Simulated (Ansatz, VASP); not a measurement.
This is a calculation of WSe for VASP 6.6.1.

File INCAR:

```
SYSTEM = WSe
ALGO     = Normal         ! electronic algorithm
EDIFF    = 1E-6           ! SCF threshold, eV
ENCUT    = 520            ! plane-wave cutoff, eV
GGA      = PS             ! functional
ISIF     = 2              ! what is computed and relaxed
ISMEAR   = -1             ! smearing method
LASPH    = .TRUE.         ! aspherical terms in the spheres
LCHARG   = .FALSE.        ! write CHGCAR
LREAL    = .FALSE.        ! projectors in reciprocal space
LWAVE    = .FALSE.        ! write WAVECAR
NBANDS   = 28             ! bands
NELM     = 60             ! most SCF steps
PREC     = Accurate       ! precision mode
SIGMA    = 0.05           ! smearing width, eV
```

KPOINTS

```
k-points
0
G
  9 9 1
  0 0 0
```

POSCAR

```
WSe
1.0
    3.3179375931      0.0000000000      0.0000000000
   -1.6589687965      2.8734182438      0.0000000000
    0.0000000000      0.0000000000     31.6581424200
W Se
2 2
Direct
    0.0000000000      0.0000000000      0.2369058772
    0.0000000000      0.0000000000      0.7630941228
    0.3333333300      0.6666666600      0.2894123711
    0.3333333300      0.6666666600      0.7105876289
```

Potentials or basis: VASP PAW PBE potentials, release 64 (W_sv, Se).

Run with:

```console
$ cat potpaw_PBE.64/W_sv/POTCAR potpaw_PBE.64/Se/POTCAR > POTCAR
$ mpirun -np 1 vasp_std > vasp.out
```

Problem. Translate it to Ansatz 0.2.0. Potentials there: all-electron LAPW, scalar-relativistic.

Solution. As run (the cutoff follows the program's own potentials):

Contents of input.yaml:

```yaml
crystal:
  lattice:
    - [3.3179375931, 0.0, 0.0]
    - [-1.6589687965, 2.8734182438, 0.0]
    - [0.0, 0.0, 31.65814242]
  atoms:
    - { symbol: W, position: [0.0, 0.0, 0.2369058772] }
    - { symbol: Se, position: [0.33333333, 0.66666666, 0.2894123711] }
    - { symbol: Se, position: [0.33333333, 0.66666666, 0.7105876289] }
    - { symbol: W, position: [0.0, 0.0, 0.7630941228] }
kpoints:
  mp_grid: { grid: [9, 9, 1] }
scf:
  occupations: { method: fermi_dirac, width: 0.05 }
hamiltonian:
  xc: pbesol
  pseudopotentials: { kind: all_electron, lapw: { basis_error: 0.002 } }
output:
  forces: true
  stress: true
  eigenvalues: true
```

Potentials or basis: all-electron LAPW, scalar-relativistic.

The run is started by

```console
$ ansatz run input.yaml --threads 4 --pin off --max-ram 14336MiB --backend cpu --events-out ev --progress --plain --runs-dir out
```

Both were run:

|  | VASP | Ansatz | Ansatz less VASP |
| --- | --- | --- | --- |
| gap on the k mesh at the Fermi level (eV) | 0.33 | 0.33 | -0.002 |
| least direct gap on the mesh (eV) | 0.77 | 0.77 | +0.001 |
| rms of the force components (eV/Å) | 0.467 | 0.485 | +0.0175 |

Ansatz ran all-electron here, so the differences hold the error of VASP's frozen core and of both bases.

Caveats: spin-orbit coupling is left out, which moves the levels of the heavy elements; the PAW data sets were made with another functional, which shifts forces and pressure a little (VASP).
